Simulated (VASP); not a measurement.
V3Si, 8 atoms in the cell. The structure is cubic, space group Pm-3n (No. 223). The conventional cell has a = 4.738 Å, b = 4.738 Å, c = 4.738 Å, α = 90.00°, β = 90.00°, γ = 90.00°. Si (site symmetry m-3) is surrounded by 12 V at 2.65 Å. V (site symmetry -4m2) is surrounded by 2 V at 2.37 Å and 4 Si at 2.65 Å. 

- Program: VASP 6.6.1
- Task: single point
- Functional: PBE
- Potentials or basis: VASP PAW PBE potentials, release 64 (Si, V_sv)
- Cutoff: 520 eV
- k mesh: 5 × 5 × 5
- Occupations: fermi-dirac, width 0.05 eV
- Spin: collinear spin, zero start
- Starting moments: [0.0, 0.0, 0.0, 0.0, 0.0, 0.0, 0.0, 0.0] μB
- Dipole correction: no
- Further INCAR settings: ALGO = Fast; EDIFF = 1e-07; NBANDS = 57

Potentials or basis: VASP PAW PBE potentials, release 64 (Si, V_sv).

The run is started by

```bash
$ cat potpaw_PBE.64/Si/POTCAR potpaw_PBE.64/V_sv/POTCAR > POTCAR
$ mpirun -np 1 vasp_std > vasp.out
```

Hardware: 1 thread of Intel(R) Xeon(R) 6975P-C (Granite Rapids), with other jobs on the host.

Problem. How long does it take, and how much memory?

Solution. Wall time 82 s on 1 thread of Intel(R) Xeon(R) 6975P-C (Granite Rapids) (shared host), peak memory 0.28 GiB. Counts: scf iterations 22, k points 10.
